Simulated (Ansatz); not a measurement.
Crystal: Sn.

```
Sn
1.0
    -1.72654    1.77555    2.33834
     1.72654   -1.77555    2.33834
     1.72654    1.77555   -2.33834
Sn
1
Direct
  0.00000 0.00000 0.00000
```

This isn't the form of Sn at room conditions, which is tetragonal (white tin).

Base run:

- Program: Ansatz 0.2.0
- Functional: PBEsol
- Potentials or basis: all-electron LAPW, scalar-relativistic
- Cutoff: 155 eV
- Density cutoff: 619 eV
- Basis error allowed: 0.001 eV/atom
- k mesh: 11 × 11 × 11
- Occupations: fermi-dirac, width 0.05 eV
- Spin: no spin polarisation

Its results: pressure -3.6 GPa.

Problem. After a change of settings the same cell gave: pressure -4.8 GPa. Which change was it?
A. potentials or basis from all-electron LAPW, scalar-relativistic to all-electron PAW datasets made for the crystal
B. potentials or basis from all-electron LAPW, scalar-relativistic to all-electron LAPW, inner shells corrected to Dirac's equation
C. functional from PBEsol to LDA
D. potentials or basis from all-electron LAPW, scalar-relativistic to all-electron LAPW, non-relativistic

Solution. C.

LDA binds more tightly than PBEsol, so the same cell stands under less pressure.

Not every run made on this cell is shown here.
